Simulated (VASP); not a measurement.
# C62N (a cell with a defect) in VASP: settings compared

Aim: see how the results for C62N (a cell with a defect) move with the level of theory and the settings. Levels: PBE, HSE06. Tasks: hyperfine couplings.

All numbers are computed with VASP 6.6.1; they aren't measurements. Logs are shortened: lines on timing, memory, paths and dates and some standing lists are left out, and cuts for length are marked.

## Step 1: The structure

The cell holds a defect, 63 atoms: a = 7.144 Å, b = 7.144 Å, c = 7.144 Å, α = 90.00°, β = 90.00°, γ = 90.00°.

The cell was built by a generator and needn't be a form met in nature.

## Step 2: Hyperfine couplings, PBE, collinear spin, ferromagnetic start

INCAR reads:

```
PREC = Accurate
ENCUT = 420
EDIFF = 1E-7
ISMEAR = 0
SIGMA = 0.01
LREAL = False
LASPH = True
NELM = 100
ALGO = Normal
ISIF = 2
LWAVE = False
LCHARG = False
ISPIN = 2
MAGMOM = 0 0 0 0 0 0 0 0 0 0 0 0 0 0 0 0 0 0 0 0 0 0 0 0 0 0 0.66 0 0 0 0 0 0 0 0 0 0 0 0 0 0 0 0 0 0.66 0 0 0 0 0 0 0 0 0 0.66 0 0 0 0 0 0 0 0
LORBIT = 11
NUPDOWN = 2
GGA = PE
LHYPERFINE = True
NELECT = 254
ISYM = 0
NCORE = 1
LDMATRIX = True
NGYROMAG = 3.0777 10.7084
LEFG = True
QUAD_EFG = 20.44 0
LUSENCCL = False
```

KPOINTS reads:

```
Automatic mesh
0
Gamma
  1 1 1
```

POSCAR reads:

```
C62N                                    
1.0
    7.1440000000      0.0000000000      0.0000000000
    0.0000000000      7.1440000000      0.0000000000
    0.0000000000      0.0000000000      7.1440000000
  N               C             
     1    62
Direct
     0.1376137059391683    0.1376136377596946    0.1376136684083659
     0.0060429157242813    0.2497973481383990    0.2497973177244953
     0.1252785703348530    0.3765358835269985    0.3765358852676611
     0.2497973132629826    0.0060429235596265    0.2497972907417699
     0.3765359082252606    0.1252785417450545    0.3765358876571409
     0.2497973211232127    0.2497973301393379    0.0060429138692760
     0.3765359165448710    0.3765358943719027    0.1252785490115544
     0.9998848169022787    0.9998848320882903    0.4999747190477092
     0.1242797348540220    0.1242797071885429    0.6261384072996264
     0.9983657910622701    0.2474719890725558    0.7519808157797229
     0.1235709661891731    0.3727931808772376    0.8773644359324457
     0.2474719752260021    0.9983658023887866    0.7519808060122366
     0.3727932005237216    0.1235709299651815    0.8773644180541369
     0.2500131997935267    0.2500131852075603    0.5013939752176044
     0.3746621978691138    0.3746621667332193    0.6258354354272485
     0.9998848232110847    0.4999747064340303    0.9998848251154884
     0.1242797477831706    0.6261384175861529    0.1242797312093702
     0.9983657858806499    0.7519807954215195    0.2474719818000936
     0.1235709616384915    0.8773644268692433    0.3727931816028568
     0.2500131924705076    0.5013939589902472    0.2500131798370163
     0.3746622067975656    0.6258354435353662    0.3746621807802961
     0.2474719849079023    0.7519807919576921    0.9983657804901553
     0.3727932008263757    0.8773644096542202    0.1235709401773989
     0.9999781993887374    0.4999015941343008    0.4999015938002314
     0.1239472077566463    0.6235861278280060    0.6235861285122561
     0.0012650820975230    0.7503495333307245    0.7503495360307844
     0.1328261582222141    0.8642605013488678    0.8642604928927210
     0.2495921762099919    0.4989235101772315    0.7509342804327043
     0.3754974996226066    0.6240872571054343    0.8754067009761488
     0.2495921661550821    0.7509342790167050    0.4989235105908368
     0.3754974924709831    0.8754067196798743    0.6240872473933153
     0.4999747391788802    0.9998848263985592    0.9998848122034829
     0.6261384018250432    0.1242797142977962    0.1242797209795926
     0.5013939721082457    0.2500131902636565    0.2500131930832573
     0.6258354447659277    0.3746621966373557    0.3746622060303054
     0.7519808072769186    0.9983658170793810    0.2474720005431049
     0.8773644203273160    0.1235709568858989    0.3727931930139335
     0.7519808117327895    0.2474720138090635    0.9983658076044529
     0.8773644215312039    0.3727931861691932    0.1235709678678164
     0.4999015876166893    0.9999781784231697    0.4999015932859625
     0.6235861418242961    0.1239472102963889    0.6235861368275740
     0.4989235173976698    0.2495921825596515    0.7509342901944231
     0.6240872771201667    0.3754975063512978    0.8754067256098793
     0.7503495336192550    0.0012650825143340    0.7503495330874042
     0.8642604881012230    0.1328261925753971    0.8642605149631393
     0.7509342834503073    0.2495921842440873    0.4989235193564049
     0.8754067260153495    0.3754975206875013    0.6240872800478379
     0.4999015884994081    0.4999015906215998    0.9999781873263858
     0.6235861306245739    0.6235861285003343    0.1239472055647618
     0.4989235307976747    0.7509342739648015    0.2495921708916643
     0.6240872710614817    0.8754067388919502    0.3754974978659179
     0.7509342716139789    0.4989235307907364    0.2495921817535587
     0.8754067200640065    0.6240872799626781    0.3754975177465286
     0.7503495280924868    0.7503495221356663    0.0012650774395673
     0.8642604437595663    0.8642604860216910    0.1328261958121440
     0.5000739268932460    0.5000739457342930    0.5000739411399440
     0.6250497240181140    0.6250497391697708    0.6250497271793416
     0.5000887274399988    0.7501054162689913    0.7501054212979557
     0.6254012531635492    0.8751810263148654    0.8751810211660545
     0.7501054434665434    0.5000887446635570    0.7501054566414753
     0.8751810020777380    0.6254012922334850    0.8751810495339946
     0.7501054342172421    0.7501054407936824    0.5000887494294851
     0.8751810113048404    0.8751810589071631    0.6254012874199818
```

Potentials or basis: VASP PAW PBE potentials, release 64 (N, C).

Started as:

```sh
> cat potpaw_PBE.64/N/POTCAR potpaw_PBE.64/C/POTCAR > POTCAR
> mpirun -np 1 vasp_std > vasp.out
```

OUTCAR:

```text
PREC = Accurate
   ENCUT = 420
   EDIFF = 1E-7
   ISMEAR = 0
   LREAL = False
   LASPH = True
   NELM = 100
   ISIF = 2
   ISPIN = 2
   LORBIT = 11
   NUPDOWN = 2
   GGA = PE
   NELECT = 254
   ISYM = 0

 ion  position               nearest neighbor table
   1  0.138  0.138  0.138-   4 1.47   6 1.47   2 1.47
   2  0.006  0.250  0.250-   1 1.47   3 1.54  39 1.56  37 1.56
   3  0.125  0.377  0.377-  24 1.53   2 1.54  20 1.55  14 1.55
   4  0.250  0.006  0.250-   1 1.47   5 1.54  19 1.56  23 1.56
   5  0.377  0.125  0.377-  40 1.53   4 1.54  34 1.55  14 1.55
   6  0.250  0.250  0.006-   1 1.47   7 1.54  11 1.56  13 1.56
   7  0.377  0.377  0.125-  48 1.53   6 1.54  34 1.55  20 1.55
[... 42 lines left out ...]
  50  0.499  0.751  0.250-  21 1.54  51 1.55  49 1.56  23 1.56
  51  0.624  0.875  0.375-  40 1.54  50 1.55  62 1.55  36 1.56
  52  0.751  0.499  0.250-  35 1.54  53 1.55  49 1.56  39 1.56
  53  0.875  0.624  0.375-  24 1.54  52 1.55  62 1.55  18 1.56
  54  0.750  0.750  0.001-  55 1.49  61 1.55  59 1.55  49 1.55
  55  0.864  0.864  0.133-  54 1.49  36 1.49  18 1.49
  56  0.500  0.500  0.500-  57 1.55  21 1.55  35 1.55  15 1.55
  57  0.625  0.625  0.625-  56 1.55  58 1.55  62 1.55  60 1.55
  58  0.500  0.750  0.750-  57 1.55  59 1.55  29 1.55  31 1.55
  59  0.625  0.875  0.875-  32 1.55  58 1.55  44 1.55  54 1.55
  60  0.750  0.500  0.750-  57 1.55  61 1.55  43 1.55  47 1.55
  61  0.875  0.625  0.875-  16 1.55  60 1.55  54 1.55  26 1.55
  62  0.750  0.750  0.500-  57 1.55  63 1.55  53 1.55  51 1.55
  63  0.875  0.875  0.625-   8 1.55  62 1.55  44 1.55  26 1.55

IMPORTANT INFORMATION: All symmetrisations will be switched off!
NOSYMM: (Re-)initialisation of all symmetry stuff for point group C_1.

----------------------------------------------------------------------------------------

                                     Primitive cell

  volume of cell :     364.6064

  direct lattice vectors                    reciprocal lattice vectors
     7.144000000  0.000000000  0.000000000     0.139977604  0.000000000  0.000000000
     0.000000000  7.144000000  0.000000000     0.000000000  0.139977604  0.000000000
     0.000000000  0.000000000  7.144000000     0.000000000  0.000000000  0.139977604

  length of vectors
     7.144000000  7.144000000  7.144000000     0.139977604  0.139977604  0.139977604

  position of ions in fractional coordinates (direct lattice)
     0.137613706  0.137613638  0.137613668
     0.006042916  0.249797348  0.249797318
     0.125278570  0.376535884  0.376535885
     0.249797313  0.006042924  0.249797291
     0.376535908  0.125278542  0.376535888
     0.249797321  0.249797330  0.006042914
[... 55 lines left out ...]
     0.750105434  0.750105441  0.500088749
     0.875181011  0.875181059  0.625401287

  ion indices of the primitive-cell ions
   primitive index   ion index
                 1           1
                 2           2
                 3           3
                 4           4
                 5           5
                 6           6
[... 55 lines left out ...]
                62          62
                63          63

[... 562 lines left out ...]
  63       0.222     0.222    -0.444     1.517     0.703     0.703
---------------------------------------------------------------------

 Electric field gradients after diagonalization (V/A^2)
 (convention: |V_zz| > |V_xx| > |V_yy|)
----------------------------------------------------------------------
 ion       V_xx      V_yy      V_zz     asymmetry (V_yy - V_xx)/ V_zz
----------------------------------------------------------------------
   1      73.084    73.084  -146.168       0.000
   2      -9.134    -8.691    17.825       0.025
   3       3.049     0.512    -3.561       0.712
   4      -9.134    -8.691    17.825       0.025
   5       3.049     0.512    -3.561       0.712
   6      -9.134    -8.691    17.825       0.025
[... 55 lines left out ...]
  62       0.723     0.679    -1.402       0.032
  63      -1.295    -0.828     2.124       0.220
----------------------------------------------------------------------

           NMR quadrupolar parameters

 Cq : quadrupolar parameter    Cq=e*Q*V_zz/h
 eta: asymmetry parameters     (V_yy - V_xx)/ V_zz
 Q  : nuclear electric quadrupole moment in mb (millibarn)
----------------------------------------------------------------------
 ion       Cq(MHz)       eta       Q (mb)
----------------------------------------------------------------------
   1      -7.224       0.000      20.440
   2       0.000       0.025       0.000
   3      -0.000       0.712       0.000
   4       0.000       0.025       0.000
   5      -0.000       0.712       0.000
   6       0.000       0.025       0.000
[... 55 lines left out ...]
  62      -0.000       0.032       0.000
  63       0.000       0.220       0.000
----------------------------------------------------------------------

 Fermi contact (isotropic) hyperfine coupling parameter (MHz)
 -------------------------------------------------------------
  ion      A_pw      A_1PS     A_1AE     A_1c      A_tot
 -------------------------------------------------------------
   1       0.143     0.141    -2.097    -0.338    -2.096
   2       0.002     0.002    -0.488    -0.033    -0.487
   3       0.241     0.242     0.329    -0.489     0.328
   4       0.002     0.002    -0.488    -0.033    -0.487
   5       0.241     0.242     0.329    -0.489     0.328
   6       0.002     0.002    -0.488    -0.033    -0.487
[... 55 lines left out ...]
  62      -0.129    -0.131    -2.485     0.133    -2.483
  63       0.646     0.651     4.347    -1.109     4.342
 -------------------------------------------------------------

 Dipolar hyperfine coupling parameters (MHz)
 ---------------------------------------------------------------------
  ion      A_xx      A_yy      A_zz      A_xy      A_xz      A_yz
 ---------------------------------------------------------------------
   1       0.000    -0.000    -0.000    -0.024    -0.024    -0.024
   2      -0.613     0.307     0.307     0.063     0.063     0.621
   3       0.074    -0.037    -0.037    -0.413    -0.413     0.292
   4       0.307    -0.613     0.307     0.063     0.621     0.063
   5      -0.037     0.074    -0.037    -0.413     0.292    -0.413
   6       0.307     0.307    -0.613     0.621     0.063     0.063
[... 55 lines left out ...]
  62      -0.215    -0.215     0.431     0.072    -0.080    -0.080
  63      -0.161    -0.161     0.322    -1.144     0.614     0.614
 ---------------------------------------------------------------------

 Total hyperfine coupling parameters after diagonalization (MHz)
 (convention: |A_zz| > |A_xx| > |A_yy|)
 ----------------------------------------------------------------------
  ion      A_xx      A_yy      A_zz     asymmetry (A_yy - A_xx)/ A_zz
 ----------------------------------------------------------------------
   1      -2.071    -2.071    -2.145      -0.000
   2      -0.801     0.445    -1.106      -1.127
   3      -0.098    -0.001     1.084       0.090
   4      -0.801     0.445    -1.106      -1.128
   5      -0.098    -0.001     1.084       0.090
   6      -0.801     0.445    -1.106      -1.128
[... 55 lines left out ...]
  62      -2.647    -2.030    -2.770      -0.223
  63       5.040     2.661     5.325      -0.447
 ---------------------------------------------------------------------

 Spin-spin contribution to zero-field splitting tensor (MHz)
 ---------------------------------------------------------------
      D_xx      D_yy      D_zz      D_xy      D_xz      D_yz
 ---------------------------------------------------------------
     -0.000    -0.000     0.001   990.747   990.746   990.746
 ---------------------------------------------------------------

 after diagonalization
 ---------------------------------------------
     D_diag          eigenvector (x,y,z)
 ---------------------------------------------
   -990.745      -0.361    -0.453     0.815
   -990.747      -0.732     0.679     0.053
   1981.493      -0.577    -0.577    -0.577
---------------------------------------------

 total charge

# of ion       s       p       d       tot
------------------------------------------
    1        1.211   2.686   0.000   3.897
    2        0.821   1.726   0.000   2.547
    3        0.831   1.772   0.000   2.603
    4        0.821   1.726   0.000   2.547
    5        0.831   1.772   0.000   2.603
    6        0.821   1.726   0.000   2.547
[... 55 lines left out ...]
   62        0.826   1.759   0.000   2.585
   63        0.826   1.758   0.000   2.584
--------------------------------------------------
tot         52.507 111.729   0.000 164.236

 magnetization (x)

# of ion       s       p       d       tot
------------------------------------------
    1       -0.001   0.007   0.000   0.005
    2       -0.000   0.000   0.000  -0.000
    3        0.000   0.004   0.000   0.004
    4       -0.000   0.000   0.000  -0.000
    5        0.000   0.004   0.000   0.004
    6       -0.000   0.000   0.000  -0.000
[... 55 lines left out ...]
   62       -0.001  -0.002   0.000  -0.002
   63        0.001   0.010   0.000   0.011
--------------------------------------------------
tot          0.132   1.156   0.000   1.287
```

Run time: 8.6 min. Hardware: 1 × NVIDIA H100 80GB with 1 thread of AMD EPYC 7R13 (Zen 3), shared host; peak memory 1.4 GiB.

What came out:

| Property | Result |
| --- | --- |
| Free energy | -550.2581 eV |
| Largest force | 0.008 eV/Å |
| Net moment | 2.00 μB per cell |
| Site moments | N +0.01; C -0.00, +0.00, +0.01, -0.01, +0.02, +0.33, +0.03 μB |
| Valence electrons inside the program's atomic spheres | N 3.90; C 2.55, 2.60, 2.59, 2.58, 2.61 |

Forces in eV/Å, atoms in the order of the input:
```
N    0.003  0.003  0.003
C    0.002  0.000  0.000
C    0.004  0.001  0.001
C    0.000  0.002  0.000
C    0.001  0.004  0.001
C    0.000  0.000  0.002
C    0.001  0.001  0.004
C    0.001  0.001  0.000
C   -0.001 -0.001  0.001
C    0.001 -0.005  0.003
C    0.001 -0.001  0.002
C   -0.005  0.001  0.003
C   -0.001  0.001  0.002
C   -0.004 -0.004  0.001
C   -0.003 -0.003  0.004
C    0.001  0.000  0.001
C   -0.001  0.001 -0.001
C    0.001  0.003 -0.005
C    0.001  0.002 -0.001
C   -0.004  0.001 -0.004
C   -0.003  0.004 -0.003
C   -0.005  0.003  0.001
C   -0.001  0.002  0.001
C   -0.001 -0.002 -0.002
C    0.008  0.002  0.002
C   -0.001  0.000  0.000
C   -0.006  0.002  0.002
C   -0.006  0.000  0.005
C   -0.001  0.000 -0.004
C   -0.006  0.005  0.000
C   -0.001 -0.004  0.000
C    0.000  0.001  0.001
C    0.001 -0.001 -0.001
C    0.001 -0.004 -0.004
C    0.004 -0.003 -0.003
C    0.003  0.001 -0.005
C    0.002  0.001 -0.001
C    0.003 -0.005  0.001
C    0.002 -0.001  0.001
C   -0.002 -0.001 -0.002
C    0.002  0.008  0.002
C    0.000 -0.006  0.005
C    0.000 -0.001 -0.004
C    0.000 -0.001  0.000
C    0.002 -0.006  0.002
C    0.005 -0.006  0.000
C   -0.004 -0.001  0.000
C   -0.002 -0.002 -0.001
C    0.002  0.002  0.008
C    0.000  0.005 -0.006
C    0.000 -0.004 -0.001
C    0.005  0.000 -0.006
C   -0.004  0.000 -0.001
C    0.000  0.000 -0.001
C    0.002  0.002 -0.006
C    0.000  0.000  0.000
C    0.002  0.002  0.002
C    0.000  0.004  0.004
C   -0.003 -0.001 -0.001
C    0.004  0.000  0.004
C   -0.001 -0.003 -0.001
C    0.004  0.004  0.000
C   -0.001 -0.001 -0.003
```

Electric field gradients, principal values (V/Å²):
```tsv
atom	Vxx	Vyy	Vzz
1 N	73.084	73.084	-146.168
2 C	-8.691	-9.134	17.825
3 C	0.512	3.049	-3.561
4 C	-8.691	-9.134	17.825
5 C	0.512	3.049	-3.561
6 C	-8.691	-9.134	17.825
7 C	0.512	3.049	-3.561
8 C	-0.027	-0.643	0.670
9 C	-1.173	-1.660	2.833
10 C	2.634	7.369	-10.003
11 C	-0.055	-3.405	3.460
12 C	2.634	7.369	-10.003
13 C	-0.055	-3.405	3.460
14 C	0.002	1.005	-1.007
15 C	-0.711	-0.999	1.711
16 C	-0.027	-0.643	0.670
17 C	-1.173	-1.660	2.833
18 C	2.634	7.369	-10.003
19 C	-0.055	-3.405	3.460
20 C	0.002	1.005	-1.007
21 C	-0.711	-0.999	1.711
22 C	2.634	7.369	-10.003
23 C	-0.055	-3.405	3.460
24 C	0.374	1.536	-1.910
25 C	-0.297	-3.561	3.859
26 C	3.468	7.215	-10.683
27 C	8.445	10.572	-19.018
28 C	-0.432	-1.237	1.669
29 C	1.268	1.733	-3.000
30 C	-0.432	-1.237	1.669
31 C	1.268	1.733	-3.000
32 C	-0.027	-0.643	0.670
33 C	-1.173	-1.660	2.833
34 C	0.002	1.005	-1.007
35 C	-0.711	-0.999	1.711
36 C	2.634	7.369	-10.003
37 C	-0.055	-3.405	3.460
38 C	2.634	7.369	-10.003
39 C	-0.055	-3.405	3.460
40 C	0.374	1.536	-1.910
41 C	-0.297	-3.561	3.859
42 C	-0.432	-1.237	1.669
43 C	1.268	1.733	-3.000
44 C	3.468	7.215	-10.683
45 C	8.445	10.572	-19.018
46 C	-0.432	-1.237	1.669
47 C	1.268	1.733	-3.000
48 C	0.374	1.536	-1.910
49 C	-0.297	-3.561	3.859
50 C	-0.432	-1.237	1.669
51 C	1.268	1.733	-3.000
52 C	-0.432	-1.237	1.669
53 C	1.268	1.733	-3.000
54 C	3.468	7.215	-10.683
55 C	8.445	10.572	-19.017
56 C	0.581	0.581	-1.162
57 C	-0.437	-0.437	0.875
58 C	0.679	0.723	-1.402
59 C	-0.828	-1.295	2.124
60 C	0.679	0.723	-1.402
61 C	-0.828	-1.295	2.124
62 C	0.679	0.723	-1.402
63 C	-0.828	-1.295	2.124
```

Hyperfine coupling, principal values (MHz):
| atom | values |
| --- | --- |
| 1 N | -2.1, -2.1, -2.1 |
| 2 C | -0.8, 0.4, -1.1 |
| 3 C | -0.1, 0.0, 1.1 |
| 4 C | -0.8, 0.4, -1.1 |
| 5 C | -0.1, 0.0, 1.1 |
| 6 C | -0.8, 0.4, -1.1 |
| 7 C | -0.1, 0.0, 1.1 |
| 8 C | -2.4, -0.9, -2.5 |
| 9 C | 0.9, 0.2, 2.2 |
| 10 C | -9.3, -5.6, -9.6 |
| 11 C | 2.6, 2.1, 4.0 |
| 12 C | -9.3, -5.6, -9.6 |
| 13 C | 2.6, 2.1, 4.0 |
| 14 C | -0.5, -0.3, -0.6 |
| 15 C | 1.7, 1.4, 1.8 |
| 16 C | -2.4, -0.9, -2.5 |
| 17 C | 0.9, 0.2, 2.2 |
| 18 C | -9.3, -5.6, -9.6 |
| 19 C | 2.6, 2.1, 4.0 |
| 20 C | -0.5, -0.3, -0.6 |
| 21 C | 1.7, 1.4, 1.8 |
| 22 C | -9.3, -5.6, -9.6 |
| 23 C | 2.6, 2.1, 4.0 |
| 24 C | 1.2, -0.9, -2.6 |
| 25 C | 15.6, 15.4, 21.1 |
| 26 C | -10.1, -7.9, -10.2 |
| 27 C | 100.0, 99.0, 179.6 |
| 28 C | -1.0, -0.4, -1.3 |
| 29 C | 15.6, 14.9, 21.3 |
| 30 C | -1.0, -0.4, -1.3 |
| 31 C | 15.6, 14.9, 21.3 |
| 32 C | -2.4, -0.9, -2.5 |
| 33 C | 0.9, 0.2, 2.2 |
| 34 C | -0.5, -0.3, -0.6 |
| 35 C | 1.7, 1.4, 1.8 |
| 36 C | -9.3, -5.6, -9.6 |
| 37 C | 2.6, 2.1, 4.0 |
| 38 C | -9.3, -5.6, -9.6 |
| 39 C | 2.6, 2.1, 4.0 |
| 40 C | 1.2, -0.9, -2.6 |
| 41 C | 15.6, 15.4, 21.1 |
| 42 C | -1.0, -0.4, -1.3 |
| 43 C | 15.6, 14.9, 21.3 |
| 44 C | -10.1, -7.9, -10.2 |
| 45 C | 100.0, 99.0, 179.6 |
| 46 C | -1.0, -0.4, -1.3 |
| 47 C | 15.6, 14.9, 21.3 |
| 48 C | 1.2, -0.9, -2.6 |
| 49 C | 15.6, 15.4, 21.1 |
| 50 C | -1.0, -0.4, -1.3 |
| 51 C | 15.6, 14.9, 21.3 |
| 52 C | -1.0, -0.4, -1.3 |
| 53 C | 15.6, 14.9, 21.3 |
| 54 C | -10.1, -7.9, -10.2 |
| 55 C | 100.0, 99.0, 179.6 |
| 56 C | 0.1, 0.1, -0.3 |
| 57 C | -1.0, -1.0, -1.3 |
| 58 C | -2.6, -2.0, -2.8 |
| 59 C | 5.0, 2.7, 5.3 |
| 60 C | -2.6, -2.0, -2.8 |
| 61 C | 5.0, 2.7, 5.3 |
| 62 C | -2.6, -2.0, -2.8 |
| 63 C | 5.0, 2.7, 5.3 |

Caveat: the cell carries a net charge on a neutralising background, which shifts energy and pressure; the cell is charged against a uniform background, so pressure and absolute levels hang on convention; the total moment is fixed, so each spin has its own Fermi level.

(Continued in part 2 of 2.)
